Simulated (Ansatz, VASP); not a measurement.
# Two plane-wave programs on CaSe

Contents of INCAR:

```
SYSTEM = CaSe
  PREC = Accurate
  ENCUT = 520
  EDIFF = 1E-6
  ISMEAR = -1
  SIGMA = 0.02
  LREAL = .FALSE.
  LASPH = .TRUE.
  NELM = 100
  ALGO = Normal
  ISIF = 2
  LWAVE = .FALSE.
  LCHARG = .FALSE.
  GGA = PE
  NBANDS = 15
```

File KPOINTS:

```
regular mesh
0
G
  8 8 8
  0 0 0
```

File POSCAR:

```
CaSe
1.0
   -0.0902130674      2.8773220443      2.8773220443
    2.8773220443     -0.0902130674      2.8773220443
    2.8773220443      2.8773220443     -0.0902130674
Ca Se
1 1
Direct
    0.0000000000      0.0000000000      0.0000000000
    0.5000000000      0.5000000000      0.5000000000
```

Input for Ansatz:

```yaml
crystal:
  lattice:
    - [-0.0902130674, 2.8773220443, 2.8773220443]
    - [2.8773220443, -0.0902130674, 2.8773220443]
    - [2.8773220443, 2.8773220443, -0.0902130674]
  atoms:
    - { symbol: Ca, position: [0.0, 0.0, 0.0] }
    - { symbol: Se, position: [0.5, 0.5, 0.5] }
kpoints:
  mp_grid: { grid: [8, 8, 8] }
  band_path:
    path:
      - [0.0, 0.0, 0.0]
      - [0.5, 0.0, 0.5]
      - [0.625, 0.25, 0.625]
      - [0.375, 0.375, 0.75]
      - [0.5, 0.5, 0.5]
      - [0.5, 0.25, 0.75]
      - [0.0, 0.5, 0.5]
    npoints: 1
hamiltonian:
  xc: pbe
scf:
  occupations: { method: fermi_dirac, width: 0.02 }
  n_extra_bands: 4
output:
  forces: true
  stress: true
  eigenvalues: true
```

Change from the starting cell: shear_111 strain -4.6%.

Alike in both runs: task single point; functional PBE; k mesh 8 × 8 × 8; occupations fermi-dirac, width 0.02 eV; no spin polarisation.

```csv
,VASP,Ansatz
version,VASP 6.6.1,Ansatz 0.2.0
potentials or method,"VASP PAW PBE potentials, release 64 (Ca_sv, Se)","plane waves, PAW"
plane-wave cutoff (eV),520,420
valence electrons in the cell,16,26
```

VASP gave:

```
gap on the k mesh at the Fermi level (eV)       : 1.75
pressure (GPa)                                  : 3.3
largest component of the traceless stress (GPa) : 0.78
```

Problem. Which values does Ansatz return?

Solution. gap on the k mesh at the Fermi level (eV): 1.76; pressure (GPa): 3.1; largest component of the traceless stress (GPa): 0.79.

The two sets of potentials don't hold the same shells in valence.

A k mesh can miss the band edges.
